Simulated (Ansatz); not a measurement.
# HfSi2: further runs on the relaxed cell

An exercise on one series of results from a longer session: the logs are not shown, and one member is left open.

Method: DFT PBE and PBEsol (the runs whose input is shown use PBEsol), scalar-relativistic, plane waves, PAW, in Ansatz 0.2.0.

2 further runs of the same task are left out: 2 set aside as unsound or not needed.

## The structure to begin with

It takes space group Cmcm (No. 63, orthorhombic). Conventional cell: a = 3.683 Å, b = 14.592 Å, c = 3.660 Å, α = 90.00°, β = 90.00°, γ = 90.00°. Hf (site symmetry m2m) has 10 Si at 2.70 to 2.97 Å as nearest neighbours. Around Si (site symmetry m2m) lie 2 Si at 2.42 Å and 6 Hf at 2.70 to 2.97 Å. Around Si (site symmetry m2m) lie 4 Si at 2.60 Å and 4 Hf at 2.80 Å.

Coordinates:

```cif
data_structure
_symmetry_space_group_name_H-M 'P 1'
_symmetry_Int_Tables_number 1
_cell_length_a 7.5248
_cell_length_b 7.5248
_cell_length_c 3.6598
_cell_angle_alpha 90.000
_cell_angle_beta 90.000
_cell_angle_gamma 151.672
_cell_volume 98.33
loop_
_atom_site_label
_atom_site_type_symbol
_atom_site_fract_x
_atom_site_fract_y
_atom_site_fract_z
_atom_site_occupancy
Hf1 Hf 0.89454 0.10546 0.25000 1
Hf2 Hf 0.10546 0.89454 0.75000 1
Si1 Si 0.55428 0.44572 0.25000 1
Si2 Si 0.44572 0.55428 0.75000 1
Si3 Si 0.25028 0.74972 0.25000 1
Si4 Si 0.74972 0.25028 0.75000 1
```

This cell was relaxed beforehand with the same method: volume 16.39 Å³/atom, gap on the mesh none (metal).

The first run:

Input file input.yaml:

```yaml
crystal:
  lattice:
    - [1.8412674751, -7.2960000437, 0.0]
    - [1.8412674751, 7.2960000437, 0.0]
    - [0.0, 0.0, 3.6597920204]
  atoms:
    - { symbol: Hf, position: [0.8945372355, 0.1054627645, 0.25] }
    - { symbol: Hf, position: [0.1054627645, 0.8945372355, 0.75] }
    - { symbol: Si, position: [0.5542797311, 0.4457202689, 0.25] }
    - { symbol: Si, position: [0.4457202689, 0.5542797311, 0.75] }
    - { symbol: Si, position: [0.2502818288, 0.7497181712, 0.25] }
    - { symbol: Si, position: [0.7497181712, 0.2502818288, 0.75] }
basis:
  ecutwfc: 420
kpoints:
  mp_grid: { grid: [10, 10, 10] }
hamiltonian:
  xc: pbesol
scf:
  occupations: { method: gaussian, width: 0.1 }
output:
  forces: true
  stress: true
  eigenvalues: true
  write_density: true
  write_potential: true
  elf: true
  volumetric_format: npy
relax:
  adjacent_minimum: "off"
  f_tol: 0.005
  max_steps: 50
  cell: { stress_tol: 0.05 }
```

Run with:

```bash
$ ansatz run input.yaml --threads 2 --pin off --max-ram 5120MiB --backend cpu --events-out ev --progress --plain --runs-dir out
```

Steps of the session up to this table: Relaxing with PBEsol; Relaxing with PBE+D3(BJ); Relaxing with LDA.

One of the session's tables, all rows but one given; the rest of the session is left out.

It belongs to the step «Relaxed cells side by side». 

| functional | a (Å) | b (Å) | c (Å) | volume (Å³/atom) |
| --- | --- | --- | --- | --- |
| PBE | 7.525 | 7.525 | 3.660 | 16.39 |
| PBEsol | ? | ? | ? | ? |
| PBE+D3(BJ) | 7.397 | 7.397 | 3.628 | 15.80 |
| LDA | 7.347 | 7.347 | 3.612 | 15.52 |

Estimate the missing values for PBEsol.

The run gave: a (Å): 7.401; b (Å): 7.401; c (Å): 3.636; volume (Å³/atom): 15.87. In the column «a (Å)» it lies between PBE+D3(BJ) (7.397) and PBE (7.525).
